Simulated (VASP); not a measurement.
# EuS (Fm-3m) in VASP: further runs

Runs on EuS. Level: PBE. Tasks: single point, relaxation of cell and atoms.

Everything below comes from runs of VASP 6.6.1. Logs are shortened: lines on timing, memory, paths and dates and some standing lists are left out, and cuts for length are marked.

**Experimental background.**

From “Crystal-field mediated electronic transitions of EuS up to 35 GPa”, 2022, pmc:8786971, for a powder of EuS at 300 K: band gap 1.72 eV (optical).

The runs below are set against these values where they give the same quantity.

## 1. Starting point

The structure is cubic, space group Fm-3m (No. 225). Conventional cell: a = 5.957 Å, b = 5.957 Å, c = 5.957 Å, α = 90.00°, β = 90.00°, γ = 90.00°. Around Eu (site symmetry m-3m) lie 6 S at 2.98 Å. S (site symmetry m-3m) is surrounded by 6 Eu at 2.98 Å.

## 2. Single point, PBE, collinear spin, ferromagnetic start

Input file INCAR:

```
  PREC = Accurate
  ENCUT = 520
  EDIFF = 1E-6
  ISMEAR = 0
  SIGMA = 0.011
  LREAL = False
  LASPH = True
  NELM = 120
  ALGO = Normal
  ISIF = 2
  LWAVE = False
  LCHARG = False
  ISPIN = 2
  MAGMOM = 7 0
  LORBIT = 11
  LMAXMIX = 6
  GGA = PE
```

Input file KPOINTS:

```
regular mesh
0
Gamma
  8 8 8
```

Input file POSCAR:

```
EuS
1.0
    0.0000000000      2.9785000000      2.9785000000
    2.9785000000      0.0000000000      2.9785000000
    2.9785000000      2.9785000000      0.0000000000
Eu S
1 1
Direct
    0.0000000000      0.0000000000      0.0000000000
    0.5000000000      0.5000000000      0.5000000000
```

Potentials or basis: VASP PAW PBE potentials, release 64 (Eu, S).

Started as:

```console
$ cat potpaw_PBE.64/Eu/POTCAR potpaw_PBE.64/S/POTCAR > POTCAR
$ mpirun -np 1 vasp_std > vasp.out
```

OUTCAR:

```text
PREC = Accurate
   ENCUT = 520
   EDIFF = 1E-6
   ISMEAR = 0
   LREAL = False
   LASPH = True
   NELM = 120
   ISIF = 2
   ISPIN = 2
   LORBIT = 11
   GGA = PE

 ion  position               nearest neighbor table
   1  0.000  0.000  0.000-   2 2.98   2 2.98   2 2.98   2 2.98   2 2.98   2 2.98
   2  0.500  0.500  0.500-   1 2.98   1 2.98   1 2.98   1 2.98   1 2.98   1 2.98

  LATTYP: Found a face centered cubic cell.
 ALAT       =     5.9570000000

  Lattice vectors:

 A1 = (   0.0000000000,   2.9785000000,   2.9785000000)
 A2 = (   2.9785000000,   0.0000000000,   2.9785000000)
 A3 = (   2.9785000000,   2.9785000000,   0.0000000000)

Analysis of symmetry for initial positions (statically):
=====================================================================
 Subroutine PRICEL returns:
 Original cell was already a primitive cell.

 Routine SETGRP: Setting up the symmetry group for a
 face centered cubic supercell.

 Subroutine GETGRP returns: Found 48 space group operations
 (whereof 48 operations were pure point group operations)
 out of a pool of 48 trial point group operations.

The static configuration has the point symmetry O_h .

Analysis of symmetry for dynamics (positions and initial velocities):
=====================================================================
 Subroutine PRICEL returns:
 Original cell was already a primitive cell.

 Routine SETGRP: Setting up the symmetry group for a
 face centered cubic supercell.

 Subroutine GETGRP returns: Found 48 space group operations
 (whereof 48 operations were pure point group operations)
 out of a pool of 48 trial point group operations.

The dynamic configuration has the point symmetry O_h .

Analysis of structural, dynamic, and magnetic symmetry:
=====================================================================
 Subroutine PRICEL returns:
 Original cell was already a primitive cell.

 Routine SETGRP: Setting up the symmetry group for a
 face centered cubic supercell.

 Subroutine GETGRP returns: Found 48 space group operations
 (whereof 48 operations were pure point group operations)
 out of a pool of 48 trial point group operations.

The overall configuration has the point symmetry O_h .

 Subroutine INISYM returns: Found 48 space group operations
 (whereof 48 operations are pure point group operations),
 and found     1 'primitive' translations

----------------------------------------------------------------------------------------

                                     Primitive cell

  volume of cell :      52.8473

  direct lattice vectors                    reciprocal lattice vectors
     0.000000000  2.978500000  2.978500000    -0.167869733  0.167869733  0.167869733
     2.978500000  0.000000000  2.978500000     0.167869733 -0.167869733  0.167869733
     2.978500000  2.978500000  0.000000000     0.167869733  0.167869733 -0.167869733

  length of vectors
     4.212235096  4.212235096  4.212235096     0.290758907  0.290758907  0.290758907

  position of ions in fractional coordinates (direct lattice)
     0.000000000  0.000000000  0.000000000
     0.500000000  0.500000000  0.500000000

  ion indices of the primitive-cell ions
   primitive index   ion index
                 1           1
                 2           2

----------------------------------------------------------------------------------------

 KPOINTS: regular mesh

Automatic generation of k-mesh.
 Grid dimensions read from file:
 generate k-points for:    8    8    8

 Generating k-lattice:

  Cartesian coordinates                     Fractional coordinates (reciprocal lattice)
    -0.020983717  0.020983717  0.020983717     0.125000000  0.000000000  0.000000000
     0.020983717 -0.020983717  0.020983717     0.000000000  0.125000000  0.000000000
     0.020983717  0.020983717 -0.020983717     0.000000000  0.000000000  0.125000000

  Length of vectors
     0.036344863  0.036344863  0.036344863

  Shift w.r.t. Gamma in fractional coordinates (k-lattice)
     0.000000000  0.000000000  0.000000000

 Subroutine IBZKPT returns following result:
 ===========================================

 Found     29 irreducible k-points:

 Following reciprocal coordinates:
            Coordinates               Weight
  0.000000  0.000000  0.000000      1.000000
  0.125000  0.000000  0.000000      8.000000
  0.250000  0.000000  0.000000      8.000000
  0.375000  0.000000  0.000000      8.000000
  0.500000  0.000000  0.000000      4.000000
  0.125000  0.125000  0.000000      6.000000
[... 16 lines left out ...]
  0.500000  0.250000  0.125000     48.000000
 -0.375000  0.250000  0.125000     24.000000
 [... further k-points ...]
   k-points           NKPTS =     29   k-points in BZ     NKDIM =     29   number of bands    NBANDS=     19
   number of dos      NEDOS =    301   number of ions     NIONS =      2
   total plane-waves  NPLWV =  32768
   dimension x,y,z NGX =    32 NGY =   32 NGZ =   32
   dimension x,y,z NGXF=    64 NGYF=   64 NGZF=   64
   ions per type =               1   1
   NGX,Y,Z   is equivalent  to a cutoff of  12.63, 12.63, 12.63 a.u.
   NGXF,Y,Z  is equivalent  to a cutoff of  25.26, 25.26, 25.26 a.u.
 SYSTEM =  unknown system
   PREC   = accura    normal or accurate (medium, high low for compatibility)
   ISTART =      0    job   : 0-new  1-cont  2-samecut
   ICHARG =      2    charge: 1-file 2-atom 10-const
   ISPIN  =      2    spin polarized calculation?
   LNONCOLLINEAR =      F non collinear calculations
   LSORBIT =      F    spin-orbit coupling
   LASPH  =      T    aspherical Exc in radial PAW
   ENCUT  =  520.0 eV  38.22 Ry    6.18 a.u.   7.83  7.83  7.83*2*pi/ulx,y,z
   NELM   =    120;   NELMIN=  2; NELMDL= -5     # of ELM steps
   EDIFF  = 0.1E-05   stopping-criterion for ELM
   LREAL  =      F    real-space projection
[... 7 lines left out ...]
   TEBEG  =    0.0;   TEEND  =   0.0 temperature during run
   PSTRESS=    0.0 pullay stress
   NELECT =      23.0000    total number of electrons
   NUPDOWN=      -1.0000    fix difference up-down
   EMIN   =  10.00;   EMAX   =-10.00  energy-range for DOS
   EFERMI =   0.00;   METHOD = LEGACY
   ISMEAR =     0;   SIGMA  =   0.01  broadening in eV -4-tet -1-fermi 0-gaus
   EFERMI_NEDOS =   21; number of points for ismear=-14 and -15
   IALGO  =     38    algorithm
   IMIX   =      4    mixing-type and parameters
     AMIX     =   0.40;   BMIX     =  1.00
     AMIX_MAG =   1.60;   BMIX_MAG =  1.00
  volume/ion in A,a.u.               =      26.42       178.32
  Fermi-wavevector in a.u.,A,eV,Ry     =   1.240633  2.344456 20.941667  1.539169
  Thomas-Fermi vector in A             =   2.375065
   LORBIT       =     11    0 simple, 1 ext, 2 COOP (PROOUT), +10 PAW based schemes
   GGA     = PE    functional components
   LHFCALC =     F    Hartree Fock is set to
   AEXX    =    0.0000 exact exchange contribution
   IVDW    =     0    specifies the selected vdW correction
   LEPSILON=     F    determine dielectric tensor
   LRPA    =     F    only Hartree local field effects (RPA)
 spin polarized calculation
 Gauss-broadening in eV      SIGMA  =   0.01
  energy-cutoff  :      520.00
  volume of cell :       52.85
 maximum number of plane-waves:      1436
   NGX = 15   NGY = 15   NGZ = 15

 number of electron      23.0000004 magnetization       6.9885416

 Free energy of the ion-electron system (eV)
  ---------------------------------------------------
  ext. energy  EPLUGINS =         0.00000000
  ---------------------------------------------------
  free energy    TOTEN  =       -19.89733564 eV

  energy without entropy =      -19.89727768  energy(sigma->0) =      -19.89730666

 E-fermi :   4.2713     XC(G=0):  -9.6350

 val. band max:        4.2394045391   @ k =   0.1250   0.0000   0.0000
 cond. band min:       4.2765202236   @ k =   0.1250   0.1250   0.0000
 fundamental gap:      0.0371156845
 Fermi energy:         4.2712748490

 spin component 1

 k-point     1 :       0.0000    0.0000    0.0000
  band No.  band energies     occupation
      1     -37.2052      1.00000
      2     -15.9203      1.00000
      3     -15.9203      1.00000
      4     -15.9203      1.00000
      5      -9.1824      1.00000
      6       1.5229      1.00000
[... 11 lines left out ...]
     18       5.3636      0.00000
     19       5.3636      0.00000
[... 485 lines left out ...]
 k-point    24 :      -0.3750    0.2500    0.1250
  band No.  band energies     occupation
      1     -37.1901      1.00000
      2     -16.1881      1.00000
      3     -16.0154      1.00000
      4     -15.9707      1.00000
      5      -8.4787      1.00000
      6      -0.5667      1.00000
[... 11 lines left out ...]
     18       8.3117      0.00000
     19       8.7132      0.00000

 [... further k-points ...]

 spin component 2

 k-point     1 :       0.0000    0.0000    0.0000
  band No.  band energies     occupation
      1     -34.1191      1.00000
      2     -13.6603      1.00000
      3     -13.6603      1.00000
      4     -13.6603      1.00000
      5      -9.1778      1.00000
      6       1.6701      1.00000
[... 11 lines left out ...]
     18       8.9050      0.00000
     19       9.0542      0.00000
[... 485 lines left out ...]
 k-point    24 :      -0.3750    0.2500    0.1250
  band No.  band energies     occupation
      1     -34.0982      1.00000
      2     -14.0648      1.00000
      3     -13.7861      1.00000
      4     -13.7260      1.00000
      5      -8.4150      1.00000
      6      -0.3237      1.00000
[... 11 lines left out ...]
     18       9.5474      0.00000
     19       9.8107      0.00000

 [... further k-points ...]

------------------------ aborting loop because EDIFF is reached ----------------------------------------

  FORCE on cell =-STRESS in cart. coord.  units (eV):
  Direction    XX          YY          ZZ          XY          YZ          ZX
  --------------------------------------------------------------------------------------
  -------------------------------------------------------------------------------------
  Total       -0.9139523     -0.9139523     -0.9139523      0.0000000      0.0000000     -0.0000000
  in kB      -27.7083906    -27.7083906    -27.7083906      0.0000000      0.0000000     -0.0000000
  external PRESSURE =     -27.7083906 kB  Pullay stress =       0.0000000 kB

 VOLUME and BASIS-vectors are now :
 -----------------------------------------------------------------------------
  energy-cutoff  :      520.00
  volume of cell :       52.85
      direct lattice vectors                 reciprocal lattice vectors
     0.000000000  2.978500000  2.978500000    -0.167869733  0.167869733  0.167869733
     2.978500000  0.000000000  2.978500000     0.167869733 -0.167869733  0.167869733
     2.978500000  2.978500000  0.000000000     0.167869733  0.167869733 -0.167869733

 POSITION                                       TOTAL-FORCE (eV/Angst)
 -----------------------------------------------------------------------------------
      0.00000      0.00000      0.00000        -0.000000     -0.000000     -0.000000
      2.97850      2.97850      2.97850         0.000000      0.000000      0.000000
 -----------------------------------------------------------------------------------
    total drift:                                0.000000     -0.000000     -0.000000

  FREE ENERGIE OF THE ION-ELECTRON SYSTEM (eV)
  ---------------------------------------------------
  free  energy   TOTEN  =       -19.8973356382 eV

  energy  without entropy=      -19.8972776818  energy(sigma->0) =      -19.89730666

 total charge

# of ion       s       p       d       f       tot
--------------------------------------------------
    1        2.027   5.757   0.304   6.658  14.747
    2        1.316   2.430   0.000   0.000   3.746
--------------------------------------------------
tot          3.343   8.188   0.304   6.658  18.493

 magnetization (x)

# of ion       s       p       d       f       tot
--------------------------------------------------
    1       -0.015  -0.114   0.093   6.628   6.592
    2       -0.007  -0.066   0.000   0.000  -0.073
--------------------------------------------------
tot         -0.022  -0.180   0.093   6.628   6.519
```

Wall time 52 s (1 thread of AMD EPYC 9R14 (Zen 4), shared host); peak memory 0.21 GiB.

What came out:

- Free energy: -19.8973 eV
- Pressure: -2.8 GPa
- Band gap on the k mesh: none (metal or under the smearing width)
- Net moment: 6.99 μB per cell
- Site moments: Eu +6.59; S -0.07 μB
- Valence electrons inside the program's atomic spheres: Eu 14.75; S 3.75

Caveat: spin-orbit coupling is left out, which moves the levels of the heavy elements; a cell with one magnetic atom can't hold antiferromagnetic order, which such compounds often take; without U or exact exchange the open f shell lies at the Fermi level, which spoils levels, moments and volumes.

(Continued in part 2 of 2.)
